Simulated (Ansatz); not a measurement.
# Al under pressure

Level of theory: DFT PBE+D3(BJ), scalar-relativistic, plane waves, PAW in Ansatz. Plane waves to 420 eV; Γ-centred k mesh 18×18×10; Fermi-Dirac smearing of 0.15 eV. No spin polarisation. Phonons by linear response, acoustic sum rule imposed.

The cell, relaxed at this level:
```
CELL_PARAMETERS angstrom
2.81697 0.00000 0.00000
-1.40848 2.43957 0.00000
0.00000 0.00000 4.63660
ATOMIC_POSITIONS crystal
Al 0.66667 0.33333 0.75000
Al 0.33333 0.66667 0.25000
```

In a metal, frequencies and elastic constants depend on the k mesh and the smearing, soft modes and shear constants most.

The cell is relaxed again at 3 and 8 and 15 GPa. How do volume, gap and optical modes at Γ (cm⁻¹, counted from the lowest optical one; a degenerate one stands once) change?

Answers

```csv
,0 GPa,3 GPa,8 GPa,15 GPa
V/V0,1.000,0.967,0.922,0.873
gap (eV),0.00,0.00,0.00,0.00
mode 1,153,164,178,196
mode 3,332,354,386,424
```

This form isn't the element's structure at ambient conditions.

Cost: 4 runs of about 1.2 core-minutes in all, on Intel Xeon Platinum 8488C (Sapphire Rapids) (shared hosts).